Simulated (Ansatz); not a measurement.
Relaxed sheet of WS2, cell area A = 8.646 Å²:

```yaml
crystal:
  lattice:
    - [3.15974, 0.00000, 0.00000]
    - [-1.57987, 2.73641, 0.00000]
    - [0.00000, 0.00000, 32.29053]
  periodic: [true, true, false]
  atoms:
    - { symbol: S, position: [0.33333, 0.66667, 0.45120] }
    - { symbol: W, position: [0.66667, 0.33333, 0.50001] }
    - { symbol: S, position: [0.33333, 0.66667, 0.54881] }
```

Level of theory: Ansatz 0.2.0, DFT PBE+D3(BJ), scalar-relativistic, plane waves, PAW. Plane waves to 420 eV, a k mesh through Γ of 12×12×1 on the computed 3-atom cell and Gaussian smearing (0.02 eV); no spin polarisation. The sheet is isolated along c (Coulomb cut-off).

Under biaxial strain, atoms relaxed, stress positive in compression; ΔE is the free energy at this smearing, of which the stress is the derivative:

```csv
strain (%),σxx (N/m),σyy (N/m),ΔE (meV/cell),thickness (Å)
-2,3.944,3.944,40.61,3.198
+2,-3.380,-3.380,38.23,3.108
```

**Question.** Which in-plane elastic constants follow from the stresses?

**Answer.** With εxx = εyy = ε the tension along x is (C11 + C12)ε. The central difference gives C11 + C12 = (3.944 − (-3.380))/0.04 = 183.1 N/m and C22 + C12 = 183.1 N/m. The layer modulus for a change of area, (C11 + C22 + 2C12)/4, is 91.5 N/m.

**Question.** Do the energies agree?

**Answer.** The second difference [ΔE(−ε) + ΔE(+ε)]/(A·ε²) = (40.61 + 38.23) meV/(8.646 Å² × 0.0004) × 16.02 N/m per eV/Å² = 365.2 N/m should equal C11 + C22 + 2C12 = 366.2 N/m; they differ by 0.3 %, so the two routes agree. The stress in compression and in tension differ in size because of the third-order constants.

**Question.** The unstrained thickness between the outer atoms is 3.152 Å. How does it respond?

**Answer.** d ln t/dε = (3.108 − 3.198)/(3.152 × 0.04) = -0.71: the sheet thins as it is stretched, as its bonds turn towards the plane.

**Question.** The gap on the k mesh is 1.875 eV at −2 %, 1.918 eV unstrained and 1.524 eV at +2 %. What is its slope?

**Answer.** On the stretched side -197 meV a percent, on the compressed side 21 meV a percent. The slopes differ in sign or size, which suggests that different band extrema set the gap on the two sides.

The reference crystal is a form of WS2, which isn't its usual structure.

The sheet resists a change of area through its covalent W–S network, but much of the imposed strain is taken up by changing bond angles rather than bond lengths, which is why it thins on stretching. The larger stress in compression than in tension reflects the usual anharmonicity, with short-range repulsion rising faster than bonding weakens.

The gap responds very unevenly, falling to 1.524 eV under tension but only to 1.875 eV under compression. In trigonal-prismatic WS2 the band edges are mainly W 5d with some S 3p, and the valleys differ in orbital mix and so in their response to strain. Tension probably lowers the conduction edge at K, while compression brings down the competing valley between Γ and K. Spin-orbit coupling would split the valence edge at K strongly, narrowing the direct gap and shifting the strain at which the extrema exchange. Equal biaxial strain fixes only the sum C11 + C12, so neither the in-plane Young's modulus nor the Poisson ratio follows.
